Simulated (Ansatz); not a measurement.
# C (Fd-3m) in Ansatz: notebook

Runs on C. Level: revPBE+D3(BJ). Tasks: single point, equation of state.

All numbers are computed with Ansatz 0.2.0; they aren't measurements. Logs are shortened: lines on timing, memory, paths and dates and some standing lists are left out, and cuts for length are marked.

**Experimental background.**

From “Equation of state of cubic boron nitride at high pressures and temperatures”, 2007, arxiv:cond-mat/0702656, for a bulk crystal of C: bulk modulus 444.8 ± 0.8 GPa.

The runs below are set against these values where they give the same quantity.

**1. The crystal as given**

It takes space group Fd-3m (No. 227, cubic). The conventional cell has a = 3.567 Å, b = 3.567 Å, c = 3.567 Å, α = 90.00°, β = 90.00°, γ = 90.00°. C (site symmetry -43m) is surrounded by 4 C at 1.54 Å.

This isn't the form of C at room conditions, which is graphite.

**2. Single point, revPBE+D3(BJ), 5.33 Å³/atom (volume scaled by 0.94)**

input.yaml

```yaml
crystal:
  lattice:
    - [0.0, 1.7469644787, 1.7469644787]
    - [1.7469644787, 0.0, 1.7469644787]
    - [1.7469644787, 1.7469644787, 0.0]
  atoms:
    - { symbol: C, position: [0.75, 0.75, 0.75] }
    - { symbol: C, position: [0.5, 0.5, 0.5] }
hamiltonian:
  xc: revpbe
  pseudopotentials: { kind: paw }
  dispersion: d3bj
kpoints:
  mp_grid: { grid: [13, 13, 13] }
scf:
  occupations: { method: fermi_dirac, width: 0.05 }
output:
  forces: true
  stress: true
  eigenvalues: true
  write_density: true
  write_potential: true
  elf: true
  volumetric_format: npy
```

Potentials or basis: Ansatz PAW.

On the command line:

```
ansatz run input.yaml --threads 2 --pin off --max-ram 5120MiB --backend cpu --events-out ev --progress --plain --runs-dir out
```

The program printed:

```text
Warning: RAYON_NUM_THREADS=2 ignored (pool sized by the plan → 2); use --threads N
Engine: ansatz 0.2.0, aarch64-unknown-linux-gnu
Pseudopotentials: kind: paw
Pseudopotential: C, paw, valence charge 4, recommended cutoff 420 eV (normal), C.paw.azcp
Functional definition: revPBE
  parameter kappa = 1.245
  parameter beta = 0.06672455060314922
  exchange = pbe_x(kappa = kappa, mu = beta*pi^2/3)
  correlation = pbe_c(beta = beta)
Crystal: 2 atoms, lattice volume = 10.663 Å³
Basis set: ecut = 420 eV, 181 PW (Γ), exchange–correlation on 36×36×36 points (8 copies of the dense FFT grid, shifted against one another)
Bands: 8, of which v1, the nominal top of the filled ones, is band 4 counted from 1 (3 counted from 0)
Symmetry: 48 space group operations
Space group: Fd-3m (ITA 227), of the structure as read, at distance tolerance 2.2e-5 Å
k-points: 84 of 2197
Non-local potential: C, projectors of the file, l = 0: 2, l = 1: 2, l = 2: 1
PAW form: soft (Blöchl's): semilocal exchange-correlation on the pseudo side does not see the compensation charge
PAW frozen core: C, regenerated for the run's functional, and the local potential with it (the file was generated under x = pbe(κ = 0.804, μ = 0.2195149727645171), c = pbe(β = 0.06672455060314922))
PAW one-centre angular grid: C, 110 points (default); XC on 64 Gauss nodes
Initial density: superposition of atomic densities (neutral atoms: chi_scale 0, normalization atom), corrected by the library's trained network
Initial wavefunctions: pseudopotential atomic-orbital guess
Functional: x = revpbe(κ = 1.245, μ = 0.2195149727645171), c = pbe(β = 0.06672455060314922)
SCF iter   1: F=—  HF=-504.164781 eV  |F-HF|=—  |Δ(HF+E_count)|=         —  Δρ=4.80e-3  dr2=9.16e-4  ethr=1.77e-3  ⟨swp⟩=4.7  Hψ=4348  notcnv=0
preconditioner: auto → none  [insulator: Δε(μ)=4.262 eV  Ē_g=20.606 eV  σ=0.050 eV  W_gap=1.00  n_scr=0 (ndim 8)  ℏωp=32.2 eV  f_vac=0.000  D(μ)=0.00/eV (n_scr^D=0)  ε∞_Penn≈3.4]
SCF iter   2: F=—  HF=-504.164781 eV  |F-HF|=—  |Δ(HF+E_count)|=   3.40e-7  Δρ=1.99e-3  dr2=1.15e-4  ethr=1.14e-5  ⟨swp⟩=2.0  Hψ=1576  notcnv=0
SCF iter   3: F=—  HF=-504.164856 eV  |F-HF|=—  |Δ(HF+E_count)|=   7.46e-5  Δρ=2.90e-4  dr2=1.56e-6  ethr=1.44e-6  ⟨swp⟩=2.8  Hψ=1040  notcnv=0
SCF iter   4: F=—  HF=-504.164861 eV  |F-HF|=—  |Δ(HF+E_count)|=   5.35e-6  Δρ=2.29e-5  dr2=3.60e-8  ethr=1.95e-8  ⟨swp⟩=2.4  Hψ=984  notcnv=0
iter 5 did not close the SCF: its close was put off for the readings that it lacked (scf_convergence_deferred on its scf_iter line)
SCF iter   5: F=-504.164861 eV  HF=-504.164861 eV  |F-HF|=1.12e-10  |Δ(HF+E_count)|=   5.10e-9  Δρ=1.12e-6  dr2=5.31e-11  ethr=4.51e-10  ⟨swp⟩=2.6  Hψ=1018  notcnv=0
SCF iter   6: F=-504.164861 eV  HF=-504.164861 eV  |F-HF|=2.27e-13  |Δ(HF+E_count)|=  1.27e-10  Δρ=8.38e-8  dr2=2.83e-13  ethr=1.00e-12  ⟨swp⟩=3.6  Hψ=2726  notcnv=0
SCF 1 converged in 6 iterations: F = -504.164861 eV  dr2 = 2.83e-13
SCF converged after 6 iterations
Free energy (F): -504.164861 eV
Harris-Foulkes:  -504.164861 eV  (|F-HF|=2.27e-13)
Internal energy: -504.164861 eV  (E = F + TS)
E sigma→0 (E₀):  -504.164861 eV
Fermi energy:    16.672176 eV
--- Per-component energies (eV) ---
  E_band       = 41.239365
  E_kinetic    = 188.797295
  E_local      = -116.806320  (includes V_loc(G=0)·N_el)
  E_nonlocal   = 53.181261
  E_hartree    = 25.862911
  E_xc         = -98.698361
  E_vxc        = -122.542014  (∫ρ·V_xc dr)
  E_paw        = -200.424792  (= ΣΔE_a)
  E_vpaw       = -13.116690  (= ΣTr[D̂ρ^β])
  E_aug_tail   = 0.000012  (compensation charges beyond the density's cutoff)
  E_ewald      = -355.212636
  E_disp       = -0.840898  (pairwise vdW)
  E_core_change = -0.023335  (= ΣΔE_core)
  E_smearing   = -0.000000  (= −TS)
  E_closure    = -0.000000  (closes the sum)
  Σ components = -504.164861   (vs F -504.164861, Δ=0.00e0)
--- Forces (eV/Å), atoms counted from 1 ---
  atom   1  C      0.00000000    -0.00000000     0.00000000
  atom   2  C     -0.00000000    -0.00000000     0.00000000
  max |Σ_I F_I| component: 5.44e-17 eV/Å
--- Stress (GPa, compression-positive) ---
       24.824627      -0.000000       0.000000
        0.000000      24.824627       0.000000
        0.000000      -0.000000      24.824627
  P = ⅓ Tr σ = 24.8246 GPa (248.246 kbar)
--- Band table (eV; the first three rows and the last of 84) ---
  k-point 0: bands = ["-7.8363", "14.5558", "14.5558", "14.5558", "20.3273", "20.3273", "20.3273", "29.2297"]
  k-point 1: bands = ["-7.6654", "13.4278", "14.2554", "14.2554", "20.7192", "20.7192", "21.0210", "29.3383"]
  k-point 2: bands = ["-7.1541", "11.0437", "13.5834", "13.5834", "21.6019", "21.6019", "22.1794", "29.6475"]
  k-point 83: bands = ["1.3189", "2.8321", "5.3387", "6.3677", "25.0270", "25.2291", "27.4425", "28.7281"]
```

v_z.tsv:

```text
# z_ang	v_es[eV]	v_tot[eV]
# format = ansatz-planar-average/11
# xc	revpbe
# density_cutoff_ev	1680
# datasets	C=:simpson_from_first_knot:soft:shift=185565
# lattice	0.000000000	1.746964479	1.746964479
# lattice	1.746964479	0.000000000	1.746964479
# lattice	1.746964479	1.746964479	0.000000000
# sites	2
# site	6	2.620446718	2.620446718	2.620446718
# site	6	1.746964479	1.746964479	1.746964479
0.000000	9.167735e0	-2.440407e0
0.137254	1.129729e1	2.379583e-1
0.274509	1.219304e1	1.385351e0
0.411763	1.190146e1	1.008782e0
0.549018	1.037432e1	-9.266554e-1
0.686272	7.744724e0	-4.225181e0
[... 10 lines left out ...]
2.196072	2.893661e0	-1.038274e1
2.333326	6.179961e0	-6.195430e0
```

Wall time 0.44 s (2 threads of Arm Neoverse V2, shared host); peak memory 0.25 GiB.

Results:

```yaml
Free_energy: -504.1649 eV
Pressure: 24.8 GPa
Band_gap_on_the_k_mesh: 4.28 eV, indirect (least direct gap 5.77 eV)
```

Caveat: odd divisions of the mesh miss points on the zone boundary, where band edges often lie, so the gap on the mesh can be too wide; the pressure holds a Pulay correction of +0.9 GPa for the finite cutoff; the PAW data sets come from PBE, with cores solved anew for the run's functional, which leaves a small shift of forces and pressure.

**3. Single point, revPBE+D3(BJ), 5.44 Å³/atom (volume scaled by 0.96)**

input.yaml, as its differences from that of step 2:

```diff
@@ -2,5 +2,5 @@
   lattice:
-    - [0.0, 1.7469644787, 1.7469644787]
-    - [1.7469644787, 0.0, 1.7469644787]
-    - [1.7469644787, 1.7469644787, 0.0]
+    - [0.0, 1.7592674508, 1.7592674508]
+    - [1.7592674508, 0.0, 1.7592674508]
+    - [1.7592674508, 1.7592674508, 0.0]
   atoms:
```

Potentials or basis: Ansatz PAW.

On the command line:

```
ansatz run input.yaml --threads 2 --pin off --max-ram 5120MiB --backend cpu --events-out ev --progress --plain --runs-dir out
```

Run time: 0.44 s. Hardware: 2 threads of Arm Neoverse V2, shared host; peak memory 0.25 GiB.

The run converged. Its results:

```
Free energy            : -504.1923 eV
Pressure               : 14.1 GPa
Band gap on the k mesh : 4.23 eV, indirect (least direct gap 5.71 eV)
```

Caveat: odd divisions of the mesh miss points on the zone boundary, where band edges often lie, so the gap on the mesh can be too wide; the pressure holds a Pulay correction of +0.9 GPa for the finite cutoff; the PAW data sets come from PBE, with cores solved anew for the run's functional, which leaves a small shift of forces and pressure.

**4. Single point, revPBE+D3(BJ), 5.56 Å³/atom (volume scaled by 0.98)**

input.yaml

```yaml
crystal:
  lattice:
    - [0.0, 1.7714007132, 1.7714007132]
    - [1.7714007132, 0.0, 1.7714007132]
    - [1.7714007132, 1.7714007132, 0.0]
  atoms:
    - { symbol: C, position: [0.75, 0.75, 0.75] }
    - { symbol: C, position: [0.5, 0.5, 0.5] }
hamiltonian:
  xc: revpbe
  pseudopotentials: { kind: paw }
  dispersion: d3bj
kpoints:
  mp_grid: { grid: [13, 13, 13] }
scf:
  occupations: { method: fermi_dirac, width: 0.05 }
output:
  forces: true
  stress: true
  eigenvalues: true
```

On the command line:

```
ansatz run input.yaml --threads 2 --pin off --max-ram 5120MiB --backend cpu --events-out ev --progress --plain --runs-dir out
```

Wall time 0.35 s (2 threads of Arm Neoverse V2, shared host); peak memory 0.24 GiB.

Results (log left out):

```yaml
Free_energy: -504.2052 eV
Pressure: 4.3 GPa
Band_gap_on_the_k_mesh: 4.19 eV, indirect (least direct gap 5.66 eV)
```

Caveat: odd divisions of the mesh miss points on the zone boundary, where band edges often lie, so the gap on the mesh can be too wide; the pressure holds a Pulay correction of +0.9 GPa for the finite cutoff; the PAW data sets come from PBE, with cores solved anew for the run's functional, which leaves a small shift of forces and pressure.

**5. Single point, revPBE+D3(BJ), 5.67 Å³/atom**

input.yaml, as its differences from that of step 4:

```diff
@@ -2,5 +2,5 @@
   lattice:
-    - [0.0, 1.7714007132, 1.7714007132]
-    - [1.7714007132, 0.0, 1.7714007132]
-    - [1.7714007132, 1.7714007132, 0.0]
+    - [0.0, 1.78337, 1.78337]
+    - [1.78337, 0.0, 1.78337]
+    - [1.78337, 1.78337, 0.0]
   atoms:
```

On the command line:

```
ansatz run input.yaml --threads 2 --pin off --max-ram 5120MiB --backend cpu --events-out ev --progress --plain --runs-dir out
```

Wall time 0.35 s (2 threads of Arm Neoverse V2, shared host); peak memory 0.24 GiB.

It converged, with:

```yaml
Free_energy: -504.2050 eV
Pressure: -4.6 GPa
Band_gap_on_the_k_mesh: 4.14 eV, indirect (least direct gap 5.60 eV)
```

Caveat: odd divisions of the mesh miss points on the zone boundary, where band edges often lie, so the gap on the mesh can be too wide; the pressure holds a Pulay correction of +0.9 GPa for the finite cutoff; the PAW data sets come from PBE, with cores solved anew for the run's functional, which leaves a small shift of forces and pressure.

**6. Single point, revPBE+D3(BJ), 5.79 Å³/atom (volume scaled by 1.02)**

input.yaml, as its differences from that of step 5:

```diff
@@ -2,5 +2,5 @@
   lattice:
-    - [0.0, 1.78337, 1.78337]
-    - [1.78337, 0.0, 1.78337]
-    - [1.78337, 1.78337, 0.0]
+    - [0.0, 1.7951807415, 1.7951807415]
+    - [1.7951807415, 0.0, 1.7951807415]
+    - [1.7951807415, 1.7951807415, 0.0]
   atoms:
```

Potentials or basis: Ansatz PAW.

On the command line:

```
ansatz run input.yaml --threads 2 --pin off --max-ram 5120MiB --backend cpu --events-out ev --progress --plain --runs-dir out
```

Run time: 0.35 s. Hardware: 2 threads of Arm Neoverse V2, shared host; peak memory 0.24 GiB.

The run converged. Its results:

```yaml
Free_energy: -504.1928 eV
Pressure: -12.6 GPa
Band_gap_on_the_k_mesh: 4.10 eV, indirect (least direct gap 5.54 eV)
```

Caveat: odd divisions of the mesh miss points on the zone boundary, where band edges often lie, so the gap on the mesh can be too wide; the pressure holds a Pulay correction of +0.9 GPa for the finite cutoff; the PAW data sets come from PBE, with cores solved anew for the run's functional, which leaves a small shift of forces and pressure.

**7. Single point, revPBE+D3(BJ), 5.90 Å³/atom (volume scaled by 1.04)**

input.yaml, as its differences from that of step 6:

```diff
@@ -2,5 +2,5 @@
   lattice:
-    - [0.0, 1.7951807415, 1.7951807415]
-    - [1.7951807415, 0.0, 1.7951807415]
-    - [1.7951807415, 1.7951807415, 0.0]
+    - [0.0, 1.806838086, 1.806838086]
+    - [1.806838086, 0.0, 1.806838086]
+    - [1.806838086, 1.806838086, 0.0]
   atoms:
@@ -20 +20,5 @@
   eigenvalues: true
+  write_density: true
+  write_potential: true
+  elf: true
+  volumetric_format: npy
```

On the command line:

```
ansatz run input.yaml --threads 2 --pin off --max-ram 5120MiB --backend cpu --events-out ev --progress --plain --runs-dir out
```

It took 0.45 s on 2 threads of Arm Neoverse V2, shared host; peak memory 0.25 GiB.

The run converged. Its results:

| Quantity | Value |
| --- | --- |
| Free energy | -504.1696 eV |
| Pressure | -20.0 GPa |
| Band gap on the k mesh | 4.07 eV, indirect (least direct gap 5.50 eV) |

Caveat: odd divisions of the mesh miss points on the zone boundary, where band edges often lie, so the gap on the mesh can be too wide; the pressure holds a Pulay correction of +0.9 GPa for the finite cutoff; the PAW data sets come from PBE, with cores solved anew for the run's functional, which leaves a small shift of forces and pressure.

**8. Single point, revPBE+D3(BJ), 6.01 Å³/atom (volume scaled by 1.06)**

input.yaml

```yaml
crystal:
  lattice:
    - [0.0, 1.8183469191, 1.8183469191]
    - [1.8183469191, 0.0, 1.8183469191]
    - [1.8183469191, 1.8183469191, 0.0]
  atoms:
    - { symbol: C, position: [0.75, 0.75, 0.75] }
    - { symbol: C, position: [0.5, 0.5, 0.5] }
hamiltonian:
  xc: revpbe
  pseudopotentials: { kind: paw }
  dispersion: d3bj
kpoints:
  mp_grid: { grid: [13, 13, 13] }
scf:
  occupations: { method: fermi_dirac, width: 0.05 }
output:
  forces: true
  stress: true
  eigenvalues: true
```

On the command line:

```
ansatz run input.yaml --threads 2 --pin off --max-ram 5120MiB --backend cpu --events-out ev --progress --plain --runs-dir out
```

It took 0.35 s on 2 threads of Arm Neoverse V2, shared host; peak memory 0.24 GiB.

It converged, with:

| Property | Result |
| --- | --- |
| Free energy | -504.1364 eV |
| Pressure | -26.7 GPa |
| Band gap on the k mesh | 4.03 eV, indirect (least direct gap 5.44 eV) |

Caveat: odd divisions of the mesh miss points on the zone boundary, where band edges often lie, so the gap on the mesh can be too wide; the pressure holds a Pulay correction of +0.9 GPa for the finite cutoff; the PAW data sets come from PBE, with cores solved anew for the run's functional, which leaves a small shift of forces and pressure.

**9. Equation of state, revPBE+D3(BJ)**

Potentials or basis: Ansatz PAW.

This step only gathers the single runs of the series.

Results:

- Equilibrium volume: 5.61 Å³/atom
- Bulk modulus: 440 GPa
- Pressure derivative of the bulk modulus: 3.6

Energy against volume, from the lowest point:
```tsv
volume (Å³/atom)	energy (meV/atom)
5.332	20.19
5.445	6.45
5.558	0.00
5.672	0.10
5.785	6.24
5.899	17.82
6.012	34.40
```

Caveat: the potentials were made for another functional, which shifts forces and pressure.

**10. Comparison with measurements**

Step 9. Measured bulk modulus of C: 444.8 GPa (quoted in “Equation of state of cubic boron nitride at high pressures and temperatures”, 2007, arxiv:cond-mat/0702656). This calculation gives 440 GPa (-1.0 %). 3 values of this kind are on record (442 to 444.8 GPa); this one was drawn at random among those near their median, those with a stated uncertainty first. The fit is for a static lattice scaled at fixed shape and fixed fractional positions. The cell as given is a measured one (5.67 Å³/atom); revPBE+D3(BJ) puts the equilibrium volume -1.0 % from it, thermal expansion not counted.
